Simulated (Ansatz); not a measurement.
**ZrSi3: properties of a relaxed candidate**

The task, for ZrSi3: see whether it has a gap, which orbitals make up the states near it and how charge is shared.

Program: Ansatz 0.2.0. Level of theory: DFT PBE, scalar-relativistic, plane waves, PAW. These are calculated values, not measurements.

## 1. The starting structure

Symmetry: Im-3m, No. 229, cubic system. Conventional cell: a = 5.392 Å, b = 5.392 Å, c = 5.392 Å, α = 90.00°, β = 90.00°, γ = 90.00°. Zr (site symmetry m-3m) is surrounded by 6 Si at 2.70 Å. Around Si (site symmetry 4/mmm) lie 2 Zr at 2.70 Å and 4 Si at 2.70 Å.

As a file:

```xyz
4
Lattice="-2.6962 2.6962 2.6962 2.6962 -2.6962 2.6962 2.6962 2.6962 -2.6962" Properties=species:S:1:pos:R:3 pbc="T T T"
Zr    0.0000    0.0000    0.0000
Si    2.6962    0.0000    0.0000
Si    0.0000    2.6962    0.0000
Si    0.0000    0.0000    2.6962
```

It is the end of an earlier relaxation with the same method, from a generated guess; it needn't be the stable form of this composition. At a tolerance of 0.05 Å it has space group Im-3m (No. 229); it has 19.60 Å³/atom, an uncorrected energy of +0.34 eV/atom over the elements.

## 2. Electronic structure at the relaxed geometry

input.yaml

```yaml
crystal:
  lattice:
    - [-2.6961597244, 2.6961597244, 2.6961597244]
    - [2.6961597244, -2.6961597244, 2.6961597244]
    - [2.6961597244, 2.6961597244, -2.6961597244]
  atoms:
    - { symbol: Zr, position: [0.0, 0.0, 0.0] }
    - { symbol: Si, position: [0.0, 0.5, 0.5] }
    - { symbol: Si, position: [0.5, 0.0, 0.5] }
    - { symbol: Si, position: [0.5, 0.5, 0.0] }
basis:
  ecutwfc: 420
kpoints:
  mp_grid: { grid: [12, 12, 12] }
  band_path:
    path:
      - [[0.0, 0.0, 0.0], [0.5, -0.5, 0.5], [0.0, 0.0, 0.5], [0.0, 0.0, 0.0], [0.25, 0.25, 0.25], [0.5, -0.5, 0.5]]
      - [[0.25, 0.25, 0.25], [0.0, 0.0, 0.5]]
    npoints: 14
hamiltonian:
  xc: pbe
scf:
  occupations: { method: gaussian, width: 0.1 }
  n_extra_bands: 10
output:
  forces: true
  stress: true
  eigenvalues: true
  populations: true
  dos: { projected: true, de: 0.02, nscf_kmesh: { grid: [15, 15, 15] } }
  bader: true
  write_density: true
  write_potential: true
  elf: true
  volumetric_format: npy
```

On the command line:

```console
ansatz run input.yaml --threads 1 --pin off --max-ram 2048MiB --backend cpu --events-out ev --progress --plain --runs-dir out
```

Standard output:

```text
Warning: RAYON_NUM_THREADS=1 ignored (pool sized by the plan → 1); use --threads N
scf.n_extra_bands = 10 over 12 filled bands (N_el = 24.0): the run solves 22 bands
Engine: ansatz 0.2.0, aarch64-unknown-linux-gnu
Pseudopotentials: kind: paw
Pseudopotential: Zr, paw, valence charge 12, recommended cutoff 420 eV (normal), Zr.paw.azcp
Pseudopotential: Si, paw, valence charge 4, recommended cutoff 420 eV (normal), Si.paw.azcp
Functional definition: PBE
  parameter kappa = 0.804
  parameter beta = 0.06672455060314922
  exchange = pbe_x(kappa = kappa, mu = beta*pi^2/3)
  correlation = pbe_c(beta = beta)
Crystal: 4 atoms, lattice volume = 78.397 Å³
Basis set: ecut = 420 eV, 1505 PW (Γ), exchange–correlation on 64×64×64 points (8 copies of the dense FFT grid, shifted against one another)
Bands: 22, of which v1, the nominal top of the filled ones, is band 12 counted from 1 (11 counted from 0)
Symmetry: 48 space group operations
Space group: Im-3m (ITA 229), of the structure as read, at distance tolerance 4.3e-5 Å
k-points: 72 of 1728
Non-local potential: Zr, projectors of the file, l = 0: 3, l = 1: 2, l = 2: 2, l = 3: 2
Non-local potential: Si, projectors of the file, l = 0: 2, l = 1: 2, l = 2: 2
PAW form: soft (Blöchl's): semilocal exchange-correlation on the pseudo side does not see the compensation charge
PAW one-centre angular grid: Zr, 590 points (default); XC on 64 Gauss nodes
PAW one-centre angular grid: Si, 110 points (default); XC on 64 Gauss nodes
Initial density: superposition of atomic densities (neutral atoms: chi_scale 0, normalization atom), corrected by the library's trained network
Initial wavefunctions: pseudopotential atomic-orbital guess
Functional: x = pbe(κ = 0.804, μ = 0.2195149727645171), c = pbe(β = 0.06672455060314922)
SCF iter   1: F=—  HF=-6089.918679 eV  |F-HF|=—  |Δ(HF+E_count)|=         —  Δρ=3.45e-3  dr2=1.62e-2  ethr=1.77e-3  ⟨swp⟩=5.6  Hψ=8474  notcnv=0  defer=11
preconditioner: auto → Kerker (q_TF=auto, 2.240 Å⁻¹)  [metal: Δε(μ)=0.025 eV  Ē_g=7.942 eV  σ=0.100 eV  W_gap=0.14  n_scr=12 (ndim 8)  ℏωp=16.8 eV  f_vac=0.000  D(μ)=2.80/eV (n_scr^D=18)]
SCF iter   2: F=—  HF=-6089.916440 eV  |F-HF|=—  |Δ(HF+E_count)|=   2.24e-3  Δρ=1.54e-3  dr2=1.50e-3  ethr=6.75e-5  ⟨swp⟩=1.0  Hψ=2160  notcnv=0  defer=41
SCF iter   3: F=—  HF=-6089.916541 eV  |F-HF|=—  |Δ(HF+E_count)|=   1.01e-4  Δρ=4.78e-4  dr2=7.09e-5  ethr=6.23e-6  ⟨swp⟩=2.2  Hψ=1653  notcnv=0  defer=41
SCF iter   4: F=—  HF=-6089.916549 eV  |F-HF|=—  |Δ(HF+E_count)|=   7.53e-6  Δρ=4.27e-5  dr2=8.59e-7  ethr=2.95e-7  ⟨swp⟩=2.5  Hψ=2212  notcnv=0  defer=41
iter 5 did not close the SCF: its close was put off for the readings that it lacked (scf_convergence_deferred on its scf_iter line)
SCF iter   5: F=-6089.916549 eV  HF=-6089.916549 eV  |F-HF|=1.56e-8  |Δ(HF+E_count)|=   6.09e-7  Δρ=8.96e-6  dr2=5.68e-8  ethr=3.58e-9  ⟨swp⟩=2.1  Hψ=2165  notcnv=0  defer=41
SCF iter   6: F=-6089.916549 eV  HF=-6089.916549 eV  |F-HF|=1.27e-9  |Δ(HF+E_count)|=   2.02e-8  Δρ=2.76e-6  dr2=5.40e-9  ethr=2.37e-10  ⟨swp⟩=9.4  Hψ=10168  notcnv=0
SCF 1 converged in 6 iterations: F = -6089.916549 eV  dr2 = 5.40e-9
NSCF: frozen V_eff on 86 k-points
NSCF: frozen V_eff on 120 k-points
SCF converged after 6 iterations
Free energy (F): -6089.916549 eV
Harris-Foulkes:  -6089.916549 eV  (|F-HF|=1.27e-9)
Internal energy: -6089.902435 eV  (E = F + TS)
E sigma→0 (E₀):  -6089.909492 eV
Entropy (-TS):   -0.014114 eV (-3.529 meV/atom)
Fermi energy:    9.244844 eV
--- Per-component energies (eV) ---
  E_band       = -105.248048
  E_kinetic    = 449.460494
  E_local      = -902.019817  (includes V_loc(G=0)·N_el)
  E_nonlocal   = 157.751577
  E_hartree    = 302.871386
  E_xc         = -326.485512
  E_vxc        = -329.997244  (∫ρ·V_xc dr)
  E_paw        = -4490.678250  (= ΣΔE_a)
  E_vpaw       = -86.184385  (= ΣTr[D̂ρ^β])
  E_aug_tail   = 0.000042  (compensation charges beyond the density's cutoff)
  E_ewald      = -1280.802355
  E_smearing   = -0.014114  (= −TS)
  E_closure    = -0.000000  (closes the sum)
  Σ components = -6089.916549   (vs F -6089.916549, Δ=0.00e0)
--- Forces (eV/Å), atoms counted from 1 ---
  atom   1  Zr    -0.00000000     0.00000000     0.00000000
  atom   2  Si    -0.00000000    -0.00000000    -0.00000000
  atom   3  Si     0.00000000    -0.00000000    -0.00000000
  atom   4  Si     0.00000000     0.00000000    -0.00000000
  max |Σ_I F_I| component: 8.82e-31 eV/Å
--- Stress (GPa, compression-positive) ---
       -0.038123       0.000000      -0.000000
       -0.000000      -0.038123      -0.000000
       -0.000000       0.000000      -0.038123
  P = ⅓ Tr σ = -0.0381 GPa (-0.381 kbar)
--- Band table (eV; the first three rows and the last of 72) ---
  k-point 0: bands = ["-39.8362", "-17.9024", "-17.9024", "-17.9024", "-1.7982", "4.4406", "4.4406", "6.6368", "6.6368", "6.6368", "8.4785", "8.4785", "8.4785", "9.5487", "9.5487", "9.5487", "11.6809", "11.6809", "14.0746", "16.7095", "16.7095", "16.7095"]
  k-point 1: bands = ["-39.8362", "-17.9038", "-17.9028", "-17.9026", "-1.7280", "4.1422", "4.3808", "6.4471", "6.7624", "6.8193", "8.4416", "8.6450", "8.7629", "9.2124", "9.3597", "9.6419", "11.8189", "12.0739", "14.3617", "16.2607", "16.3592", "16.7067"]
  k-point 2: bands = ["-39.8361", "-17.9075", "-17.9039", "-17.9030", "-1.5202", "3.4870", "4.2545", "6.0779", "6.9393", "7.3089", "8.3676", "8.4357", "8.5777", "9.4075", "9.7680", "9.8702", "11.9780", "12.8311", "14.9747", "15.5707", "15.9330", "16.2252"]
  k-point 71: bands = ["-39.8353", "-17.9143", "-17.9143", "-17.9143", "0.7335", "0.7335", "4.6996", "4.6996", "4.6996", "5.2253", "10.1501", "10.1501", "10.1501", "11.2044", "11.2044", "11.2044", "11.6910", "11.6910", "16.6380", "17.5495", "17.5495", "17.5495"]
--- Löwdin populations: 4 sites ---
  site symbol       q [e]
     0     Zr     11.4277
     1     Si      4.1204
     2     Si      4.1204
     3     Si      4.1204
  spilling = 0.008791 (of n_electrons = 24.000000)
--- Bader charges: 4 sites ---
  site symbol  charge [e]  shift [e]
     0     Zr      1.4357     0.0005
     1     Si     -0.4785     0.0002
     2     Si     -0.4786     0.0002
     3     Si     -0.4786     0.0002
  estimated error of the sums over rays = 8.1e-4 e
```

Wall time 47 s (1 thread of Arm Neoverse V1, shared host); peak memory 0.4 GiB.

Site by site:

```
atom  Löwdin electrons  Bader charge (e)  Bader volume (Å³)
 Zr1             11.43             +1.44               15.7
 Si2              4.12             -0.48               20.9
 Si3              4.12             -0.48               20.9
 Si4              4.12             -0.48               20.9
```

The Löwdin counts miss 0.21 of the 24 electrons, which the atomic orbitals do not span, so they are no charges.

bands.tsv at the labelled points (eV, zero at the Fermi level; the bands nearest the Fermi level):

| point | band 8 | band 9 | band 10 | band 11 | band 12 | band 13 | band 14 | band 15 |
| --- | --- | --- | --- | --- | --- | --- | --- | --- |
| Γ | -2.61 | -2.61 | -2.61 | -0.77 | -0.77 | -0.77 | 0.30 | 0.30 |
| H | -4.54 | -4.54 | -4.02 | 0.91 | 0.91 | 0.91 | 1.96 | 1.96 |
| N | -4.02 | -3.18 | -2.22 | -1.00 | 0.11 | 1.28 | 1.35 | 1.44 |
| Γ | -2.61 | -2.61 | -2.61 | -0.77 | -0.77 | -0.77 | 0.30 | 0.30 |
| P | -4.14 | -2.02 | -2.02 | 0.41 | 0.41 | 0.41 | 0.76 | 0.76 |
| H | -4.54 | -4.54 | -4.02 | 0.91 | 0.91 | 0.91 | 1.96 | 1.96 |
| P | -4.14 | -2.02 | -2.02 | 0.41 | 0.41 | 0.41 | 0.76 | 0.76 |
| N | -4.02 | -3.18 | -2.22 | -1.00 | 0.11 | 1.28 | 1.35 | 1.44 |

Counts of states by energy window (eV from the Fermi level), total and by projection:

| from | to | total | Zr 4d | Si 3s | Si 3p |
| --- | --- | --- | --- | --- | --- |
| -8 | -7 | 0.89 | 0.11 | 0.50 | 0.27 |
| -7 | -6 | 0.84 | 0.08 | 0.42 | 0.31 |
| -6 | -5 | 1.29 | 0.10 | 0.66 | 0.46 |
| -5 | -4 | 0.63 | 0.06 | 0.12 | 0.44 |
| -4 | -3 | 2.01 | 0.34 | 0.12 | 1.44 |
| -3 | -2 | 2.96 | 0.85 | 0.38 | 1.61 |
| -2 | -1 | 1.93 | 0.55 | 0.16 | 1.11 |
| -1 | 0 | 2.65 | 0.72 | 0.18 | 1.57 |
| 0 | 1 | 3.04 | 1.40 | 0.19 | 1.26 |
| 1 | 2 | 3.25 | 1.93 | 0.11 | 1.03 |
| 2 | 3 | 2.78 | 1.34 | 0.13 | 1.08 |
| 3 | 4 | 2.17 | 0.66 | 0.16 | 1.01 |
| 4 | 5 | 1.20 | 0.27 | 0.15 | 0.48 |
| 5 | 6 | 1.72 | 0.26 | 0.27 | 0.60 |

A further 11 or so states lie below the table's range.

The maps below are laid out on this run's own conventional cell (a, b, c = 5.392, 5.392, 5.392 Å).

Density in a lattice plane of the grid's cell (edges 5.39 and 5.39 Å, at 0.000 of the third edge), which holds Zr and Si.

Ten even steps from '0' (0.04 e/Å³) to '9' (3.94 e/Å³):
```
998520001100000110002589
875210000000000000001257
432100000000000000000123
110000000000000000000001
000000000000000000000000
000000000000000000000000
110000000000000000000001
000000000000000000000000
000000000000000000000000
000000000000000000000000
000000000000000000000000
000000000000000000000000
110000000000000000000001
000000000000000000000000
000000000000000000000000
110000000000000000000001
432100000000000000000123
875210000000000000001257
998520001100000110002589
699621001100000110012699
```
Columns run along the first of these edges and rows up along the second, over one cell in 24 and 20 even steps from the bottom left corner. Atoms in the plane (fractional): Zr at (0.00, 0.00), Si at (0.50, 0.00), Si at (0.50, 0.50), Si at (0.00, 0.50).

ELF in the same plane.

Values, 12 rows by 12 columns:
```
0.71 0.78 0.37 0.46 0.86 0.63 0.39 0.63 0.86 0.46 0.37 0.78
0.60 0.37 0.11 0.31 0.64 0.69 0.67 0.69 0.64 0.31 0.11 0.37
0.52 0.46 0.31 0.25 0.36 0.52 0.60 0.52 0.36 0.25 0.31 0.46
0.89 0.86 0.64 0.36 0.46 0.62 0.67 0.62 0.46 0.36 0.64 0.86
0.55 0.63 0.69 0.52 0.62 0.48 0.39 0.48 0.62 0.52 0.69 0.63
0.69 0.39 0.67 0.60 0.67 0.39 0.69 0.39 0.67 0.60 0.67 0.39
0.55 0.63 0.69 0.52 0.62 0.48 0.39 0.48 0.62 0.52 0.69 0.63
0.89 0.86 0.64 0.36 0.46 0.62 0.67 0.62 0.46 0.36 0.64 0.86
0.52 0.46 0.31 0.25 0.36 0.52 0.60 0.52 0.36 0.25 0.31 0.46
0.60 0.37 0.11 0.31 0.64 0.69 0.67 0.69 0.64 0.31 0.11 0.37
0.71 0.78 0.37 0.46 0.86 0.63 0.39 0.63 0.86 0.46 0.37 0.78
0.00 0.71 0.60 0.52 0.89 0.55 0.69 0.55 0.89 0.52 0.60 0.71
```
Columns run along the first of these edges and rows up along the second, over one cell in 12 and 12 even steps from the bottom left corner. Atoms in the plane (fractional): Zr at (0.00, 0.00), Si at (0.50, 0.00), Si at (0.50, 0.50), Si at (0.00, 0.50).

Both are smooth fields of the valence electrons: close to the nuclei they are not physical.

The highest ELF values outside the cores: 0.90 on the Si–Zr line, 1.0 Å from Si.

## 3. Changed: ecutwfc 22.0 Ry

input.yaml

```yaml
crystal:
  lattice:
    - [-2.6961597244, 2.6961597244, 2.6961597244]
    - [2.6961597244, -2.6961597244, 2.6961597244]
    - [2.6961597244, 2.6961597244, -2.6961597244]
  atoms:
    - { symbol: Zr, position: [0.0, 0.0, 0.0] }
    - { symbol: Si, position: [0.0, 0.5, 0.5] }
    - { symbol: Si, position: [0.5, 0.0, 0.5] }
    - { symbol: Si, position: [0.5, 0.5, 0.0] }
basis:
  ecutwfc: "22.0 Ry"
kpoints:
  mp_grid: { grid: [12, 12, 12] }
hamiltonian:
  xc: pbe
scf:
  occupations: { method: gaussian, width: 0.1 }
output:
  forces: true
  eigenvalues: true
  stress: true
```

On the command line:

```console
ansatz run input.yaml --threads 1 --pin off --max-ram 2048MiB --backend cpu --events-out ev --progress --plain --runs-dir out
```

Standard output, cut to the lines that bear on the results:

```text
Warning: basis.ecutwfc = 299.325248705868 eV is below the records' recommended 420 eV, and the density's cutoff is lower with it unless basis.ecutrho_ratio is high enough to keep the records' density cutoff: compare with a run at a higher cutoff
Warning: RAYON_NUM_THREADS=1 ignored (pool sized by the plan → 1); use --threads N
[...]
[... 4 set-up lines as earlier in the session ...]
[...]
Crystal: 4 atoms, lattice volume = 78.397 Å³
Basis set: ecut = 299.325248705868 eV, 935 PW (Γ), exchange–correlation on 54×54×54 points (8 copies of the dense FFT grid, shifted against one another)
Bands: 16, of which v1, the nominal top of the filled ones, is band 12 counted from 1 (11 counted from 0)
[... 2 set-up lines as earlier in the session ...]
k-points: 72 of 1728
[...]
SCF iter   1: F=—  HF=-6089.851032 eV  |F-HF|=—  |Δ(HF+E_count)|=         —  Δρ=3.45e-3  dr2=1.55e-2  ethr=1.77e-3  ⟨swp⟩=5.3  Hψ=6371  notcnv=0
[...]
SCF iter   6: F=-6089.849776 eV  HF=-6089.849776 eV  |F-HF|=2.94e-10  |Δ(HF+E_count)|=   9.30e-9  Δρ=1.52e-6  dr2=2.34e-9  ethr=2.24e-10  ⟨swp⟩=2.2  Hψ=3867  notcnv=0
[...]
SCF converged after 6 iterations
Free energy (F): -6089.849776 eV
[...]
E sigma→0 (E₀):  -6089.842686 eV
Entropy (-TS):   -0.014182 eV (-3.545 meV/atom)
Fermi energy:    9.249921 eV
[...]
--- Forces (eV/Å), atoms counted from 1 ---
  atom   1  Zr     0.00000000    -0.00000000     0.00000000
  atom   2  Si     0.00000000     0.00000000     0.00000000
  atom   3  Si    -0.00000000    -0.00000000    -0.00000000
  atom   4  Si    -0.00000000    -0.00000000     0.00000000
[...]
--- Stress (GPa, compression-positive) ---
        0.130790       0.000000       0.000000
       -0.000000       0.130790       0.000000
       -0.000000       0.000000       0.130790
  P = ⅓ Tr σ = 0.1308 GPa (1.308 kbar)
--- Band table (eV; the first three rows and the last of 72) ---
  k-point 0: bands = ["-39.8399", "-17.9032", "-17.9032", "-17.9032", "-1.7988", "4.4410", "4.4410", "6.6425", "6.6425", "6.6425", "8.4813", "8.4813", "8.4813", "9.5584", "9.5584", "9.5584"]
[...]
```

It took 3.4 s on 1 thread of Arm Neoverse V1, shared host; peak memory 0.33 GiB.

| run | ending | energy change | pressure (GPa) | gap (eV) | force (eV/Å) | cycles | time |
| --- | --- | --- | --- | --- | --- | --- | --- |
| step 2 | converged | 0 | 0.0 | 0.00 | 0.00 | 6 | 47 s |
| variant | converged | +16.7 meV/atom | 0.1 | 0.00 | 0.00 | 6 | 3.4 s |

Changing the cutoff moves the energy by +16.7 meV/atom. The lower cutoff gives the higher energy: the smaller basis describes the state less well. The log warns that the cutoff is under what these potentials recommend, so the shift is basis error. These settings are too coarse to quote as the system's properties.

## 4. Summary of results

```
                 quantity                 value
                      gap          none (metal)
states at the Fermi level  2.37 per eV per cell
            Bader charges  Zr +1.44, Si -0.48 e
```

In words: It comes out metallic. Of the projected weight within 0.25 eV of the Fermi level, the largest part is Si 3p (56 %) and Zr 4d (32 %). Charge transfer between the atoms is strong (Bader charges up to 1.4 e).
